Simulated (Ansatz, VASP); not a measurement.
One calculation of Mn, two programs

```
Mn
1.0
     3.69340    0.00000    0.00000
    -1.84670    3.19857    0.00000
     0.00000    0.00000    4.39659
Mn
4
Direct
  0.00000 0.00000 0.25000
  0.00000 0.00000 0.75000
  0.33333 0.66667 0.75000
  0.66667 0.33333 0.25000
```

Alike in both runs: functional PBE; k mesh 9 × 9 × 2; occupations gaussian, width 0.1 eV; no spin polarisation.

Ansatz relaxed the structure, and its values are those at the end. VASP's run is a single point on that final structure, the one shown.

|  | VASP | Ansatz |
| --- | --- | --- |
| version | VASP 6.6.1 | Ansatz 0.2.0 |
| potentials or method | VASP PAW PBE potentials, release 64 (Mn_pv) | scalar-relativistic, plane waves, PAW |
| plane-wave cutoff (eV) | 520 | 420 |
| valence electrons in the cell | 52 | 60 |

```csv
,VASP,Ansatz,Ansatz less VASP
gap on the k mesh at the Fermi level (eV),none,none,-
pressure (GPa),0.8,0.1,-0.69
```

A gap of «none» marks a metal or a gap that the smearing closes. The functional is the same, so the differences come from potentials, cutoffs and numerics. The two sets of potentials don't hold the same shells in valence.

Caveats: the k mesh is coarse (spacing up to 0.71 Å⁻¹), so the values aren't converged; the run has no spin polarisation, though such a crystal can be magnetic. Spin polarisation is off, so any magnetic state and its effect on volume and gap are missing.
